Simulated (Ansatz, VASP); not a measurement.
# One calculation of PbS, two programs

File INCAR:

```
PREC = Accurate
ENCUT = 520
EDIFF = 1E-6
ISMEAR = 0
SIGMA = 0.01
LREAL = F
LASPH = T
NELM = 100
ALGO = Normal
ISIF = 2
LWAVE = F
LCHARG = F
GGA = PE
NBANDS = 17
```

Contents of KPOINTS:

```
regular mesh
0
Gamma
  6 6 6
```

Contents of POSCAR:

```
PbS
1.0
    0.0000000000      3.3009774955      3.3009774955
    3.3009774955      0.0000000000      3.3009774955
    3.3009774955      3.3009774955      0.0000000000
Pb S
1 1
Direct
    0.0000000000      0.0000000000      0.0000000000
    0.2500000000      0.2500000000      0.2500000000
```

Input for Ansatz:

```yaml
crystal:
  lattice:
    - [0.0, 3.3009774955, 3.3009774955]
    - [3.3009774955, 0.0, 3.3009774955]
    - [3.3009774955, 3.3009774955, 0.0]
  atoms:
    - { symbol: Pb, position: [0.0, 0.0, 0.0] }
    - { symbol: S, position: [0.25, 0.25, 0.25] }
kpoints:
  mp_grid: { grid: [6, 6, 6] }
  band_path:
    path:
      - [0.0, 0.0, 0.0]
      - [-0.5, -0.5, 0.0]
      - [-0.375, -0.375, 0.25]
      - [-0.375, 0.0, 0.375]
      - [0.0, 0.0, 0.5]
      - [-0.5, -0.25, 0.25]
      - [0.25, -0.5, -0.25]
      - [0.0, 0.5, 0.5]
    npoints: 1
hamiltonian:
  xc: pbe
scf:
  occupations: { method: fixed }
  n_extra_bands: 4
output:
  forces: true
  stress: true
  eigenvalues: true
```

Alike in both runs: task single point; functional PBE; k mesh 6 × 6 × 6; no spin polarisation.

```csv
,VASP,Ansatz
version,VASP 6.6.1,Ansatz 0.2.0
potentials or method,"VASP PAW PBE potentials, release 64 (Pb_d, S)","plane waves, PAW"
plane-wave cutoff (eV),520,420
occupations,"gaussian, width 0.01 eV",fixed
valence electrons in the cell,20,20
```

Ansatz gave:

```
gap on the k mesh at the Fermi level (eV) : 0.91
pressure (GPa)                            : 0.8
```

Problem. Estimate VASP's values.

Solution. gap on the k mesh at the Fermi level (eV): 0.91; pressure (GPa): 0.7.

Caveats: spin-orbit coupling is left out, which as a rule narrows the gap of such compounds by several tenths of an eV. A k mesh can miss the band edges.
